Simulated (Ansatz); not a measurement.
Abridged Ansatz (a first-principles code) output:

```
Relaxation: its limit of steps is 50 (relax.max_steps)
Pseudopotential: In, paw, valence charge 13
Pseudopotential: N, paw, valence charge 5
Crystal: 4 atoms, lattice volume = 65.571 Å³
Basis set: ecut = 420 eV, 1285 PW (Γ), exchange–correlation on 48×50×80 points (8 copies of the dense FFT grid, shifted against one another)
Bands: 22, of which v1, the nominal top of the filled ones, is band 18 counted from 1 (17 counted from 0)
Symmetry: 4 space group operations
k-points: 144 of 726 (time reversal used)
Functional: x = pbesol(κ = 0.804, μ = 0.12345679012345678), c = pbesol(β = 0.046)
SCF iter   1: F=—  HF=-11807.634120 eV  |F-HF|=—  |Δ(HF+E_count)|=         —  Δρ=1.43e-2  dr2=1.51e-1  ethr=1.77e-3  ⟨swp⟩=6.0  Hψ=14234  notcnv=0
SCF iter   2: F=—  HF=-11807.596654 eV  |F-HF|=—  |Δ(HF+E_count)|=   3.75e-2  Δρ=2.90e-3  dr2=3.56e-3  ethr=4.20e-4  ⟨swp⟩=2.0  Hψ=5363  notcnv=0
SCF 1 converged in 8 iterations: F = -11807.595883 eV  dr2 = 1.53e-10
relax step   1: F+E_penalty+E_count = -11807.59588297 eV  Δ(F+E_penalty+E_count) = +0.000e0 eV  max|allowed force component| = 3.220e-1 eV/Å  Δτ_max = 0.0000 Å  (8 SCF iters, accepted)
Crystal: 4 atoms, lattice volume = 65.571 Å³
SCF iter   1: F=—  HF=-11807.614076 eV  |F-HF|=—  |Δ(HF+E_count)|=         —  Δρ=1.98e-3  dr2=1.88e-3  ethr=5.05e-6  ⟨swp⟩=2.0  Hψ=11302  notcnv=0
SCF iter   2: F=—  HF=-11807.613699 eV  |F-HF|=—  |Δ(HF+E_count)|=   3.77e-4  Δρ=1.04e-3  dr2=5.96e-4  ethr=5.05e-6  ⟨swp⟩=1.6  Hψ=4543  notcnv=0
SCF 2 converged in 7 iterations: F = -11807.613585 eV  dr2 = 2.06e-10
relax step   2: F+E_penalty+E_count = -11807.61358452 eV  Δ(F+E_penalty+E_count) = -1.770e-2 eV  max|allowed force component| = 1.355e-1 eV/Å  Δτ_max = 0.0264 Å  (7 SCF iters, accepted)
Crystal: 4 atoms, lattice volume = 65.571 Å³
SCF iter   1: F=—  HF=-11807.617985 eV  |F-HF|=—  |Δ(HF+E_count)|=         —  Δρ=1.72e-3  dr2=1.10e-3  ethr=2.35e-5  ⟨swp⟩=4.1  Hψ=10428  notcnv=0
SCF iter   2: F=—  HF=-11807.617620 eV  |F-HF|=—  |Δ(HF+E_count)|=   3.65e-4  Δρ=7.02e-4  dr2=1.82e-4  ethr=3.05e-6  ⟨swp⟩=2.2  Hψ=5878  notcnv=0
SCF 3 converged in 7 iterations: F = -11807.617594 eV  dr2 = 2.25e-10
relax step   3: F+E_penalty+E_count = -11807.61759447 eV  Δ(F+E_penalty+E_count) = -4.010e-3 eV  max|allowed force component| = 1.833e-2 eV/Å  Δτ_max = 0.0157 Å  (7 SCF iters, accepted)
Crystal: 4 atoms, lattice volume = 65.571 Å³
[...]
SCF iter   2: F=—  HF=-11807.617633 eV  |F-HF|=—  |Δ(HF+E_count)|=   4.59e-6  Δρ=9.04e-5  dr2=2.08e-6  ethr=4.45e-8  ⟨swp⟩=2.2  Hψ=6128  notcnv=0
SCF 4 converged in 6 iterations: F = -11807.617632 eV  dr2 = 9.71e-11
relax step   4: F+E_penalty+E_count = -11807.61763249 eV  Δ(F+E_penalty+E_count) = -3.802e-5 eV  max|allowed force component| = 8.688e-4 eV/Å  Δτ_max = 0.0023 Å  (6 SCF iters, accepted)
SCF converged after 6 iterations
Free energy (F): -11807.617632 eV
Internal energy: -11807.617090 eV  (E = F + TS)
E sigma→0 (E₀):  -11807.617361 eV
Entropy (-TS):   -0.000542 eV (-0.136 meV/atom)
Fermi energy:    8.686112 eV
--- Forces (eV/Å), atoms counted from 1 ---
  atom   1  In     0.00000000    -0.00086884    -0.00012319
  atom   2  In    -0.00000000     0.00086884    -0.00012319
  atom   3  N      0.00000000    -0.00002383     0.00012322
  atom   4  N     -0.00000000     0.00002383     0.00012322
--- Stress (GPa, compression-positive) ---
       -4.917232       0.000000      -0.000000
        0.000000     -11.731309       0.000000
       -0.000000       0.000000      -4.408057
  P = ⅓ Tr σ = -7.0189 GPa (-70.189 kbar)
--- Relaxed structure (4 steps of the walk, 4 accepted, 0 SCFs on fresh bases) ---
  atoms:
    - { symbol: In, position: [0.6646011354064247, 0.3292022708128496, 0.004788108846099513] }
    - { symbol: In, position: [0.33539886459357515, 0.6707977291871504, 0.5047881088460996] }
    - { symbol: N, position: [0.6617196098289129, 0.32343921965782585, 0.6204118911539006] }
    - { symbol: N, position: [0.338280390171087, 0.6765607803421742, 0.12041189115390048] }
```

What was computed, and what are the main results?

InN, 4 atoms in the cell, with PBEsol in Ansatz (plane waves to 420 eV, PAW, scalar-relativistic without spin-orbit coupling). The last SCF converged to F = -11807.617632 eV, or -2951.9044 eV per atom, at a pressure of -7.02 GPa. The total energy compares only with runs of the same code, potentials and settings.

The cells carry an imposed strain or load. No phonon test of stability was made. All final runs are without spin polarisation. The cell was made from InN in the wurtzite structure (space group P6_3mc, No. 186) by this change: uniaxial strain ε_yy = +5.93 %.

Keys are those of Ansatz 0.2.
